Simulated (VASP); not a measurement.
Write the native input for VASP 6.6.1 that does the following.

| Item | Value |
| --- | --- |
| Task | relaxation of cell and atoms |
| Functional | PBE |
| Potentials or basis | VASP PAW PBE potentials, release 64 (Hf_pv, B) |
| Cutoff | 520 eV |
| k mesh | 16 × 16 × 16 |
| Occupations | gaussian, width 0.1 eV |
| Spin | no spin polarisation |
| Further INCAR settings | ALGO = Normal; EDIFF = 1e-06; IBRION = 2; EDIFFG = -0.01; NSW = 90; ISIF = 3 |

The structure of HfB lies in POSCAR:

```
HfB
1.0
    0.0000000000      2.3100000000      2.3100000000
    2.3100000000      0.0000000000      2.3100000000
    2.3100000000      2.3100000000      0.0000000000
Hf B
1 1
Direct
    0.5000000000      0.5000000000      0.5000000000
    0.0000000000      0.0000000000      0.0000000000
```

These files were run (other wordings do the same):

INCAR

```
  PREC = Accurate
  ENCUT = 520
  EDIFF = 1E-6
  ISMEAR = 0
  SIGMA = 0.1
  LREAL = F
  LASPH = T
  NELM = 120
  ALGO = Normal
  ISIF = 3
  LWAVE = F
  LCHARG = F
  GGA = PE
  IBRION = 2
  NSW = 90
  EDIFFG = -0.01
```

KPOINTS

```
Automatic mesh
0
Gamma
  16 16 16
```

Potentials or basis: VASP PAW PBE potentials, release 64 (Hf_pv, B).

Run with:

```console
$ cat potpaw_PBE.64/Hf_pv/POTCAR potpaw_PBE.64/B/POTCAR > POTCAR
$ mpirun -np 1 vasp_std > vasp.out
```

Results of the run:

| Quantity | Value |
| --- | --- |
| Relaxed volume | 14.13 Å³/atom |
| Relaxed cell | a = 3.419 Å, b = 3.419 Å, c = 3.419 Å, α = 60.00°, β = 60.00°, γ = 60.00° |
| Space group after relaxing (to 0.05 Å) | Fm-3m (No. 225) |
| Energy gained by relaxing | 154.3 meV/atom |
| Ionic steps | 15 |
| Pressure after relaxing | 0.0 GPa |
| Band gap on the k mesh | none (metal or under the smearing width) |

Caveat: the volume moved by +15 % from the deposited cell, more than functionals usually miss.

Run time: 68 s on 1 thread of Intel(R) Xeon(R) Platinum 8488C (Sapphire Rapids) (shared host), peak memory 0.18 GiB.
